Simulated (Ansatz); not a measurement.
# PbSe (Clausthalite): single point with PBE

PbSe (Clausthalite):

```
CELL_PARAMETERS angstrom
0.00000 3.06065 3.06065
3.06065 0.00000 3.06065
3.06065 3.06065 0.00000
ATOMIC_POSITIONS crystal
Pb 0.99775 0.99684 0.99940
Se 0.50309 0.50000 0.49270
```

The cell isn't the ideal one: atoms moved at random, drawn with an rms of 0.05 Å.

* Program: Ansatz 0.2.0
* Task: single point
* Functional: PBE
* Potentials or basis: all-electron LAPW, scalar-relativistic
* Cutoff: 192 eV (chosen from the basis error)
* Basis error allowed: 0.001 eV/atom
* k mesh: 8 × 8 × 8
* Occupations: fermi-dirac, width 0.05 eV
* Spin: no spin polarisation

| Quantity | Value |
| --- | --- |
| Pressure | 2.4 GPa |
| Largest force | 0.016 eV/Å |
| Band gap on the k mesh | 0.29 eV, direct |
| Loewdin charges | Pb +0.38; Se -0.34 e |

Forces in eV/Å, atoms in the order of the input:
```
Pb  -0.006 -0.002  0.015
Se   0.006  0.002 -0.015
```

Levels at points of the mesh, in eV from the valence-band top:
```tsv
k point	band 27	band 28	band 29	band 30	band 31	band 32	band 33	band 34
(0.00, 0.00, 0.00)	-6.30	-1.89	-1.89	-1.89	4.70	4.70	4.71	6.52
(0.00, 0.00, -0.50)	-8.80	-1.48	-1.48	-0.01	0.30	1.69	1.70	8.54
(0.00, -0.50, 0.00)	-8.80	-1.48	-1.48	0.00	0.29	1.70	1.70	8.54
(0.00, -0.50, -0.50)	-7.38	-4.99	-3.24	-3.24	3.68	5.61	5.61	6.04
(-0.50, 0.00, 0.00)	-8.80	-1.48	-1.48	-0.01	0.29	1.69	1.70	8.54
(-0.50, 0.00, -0.50)	-7.37	-4.99	-3.24	-3.24	3.68	5.61	5.61	6.04
(-0.50, -0.50, 0.00)	-7.38	-4.99	-3.24	-3.24	3.69	5.61	5.61	6.04
(-0.50, -0.50, -0.50)	-8.80	-1.48	-1.48	0.00	0.29	1.70	1.70	8.54
```

It took 100 s on 1 thread of Arm Neoverse V2 (shared host), peak memory 0.77 GiB.

Caveat: spin-orbit coupling is left out, which as a rule narrows the gap of such compounds by several tenths of an eV. A k mesh can miss the band edges.
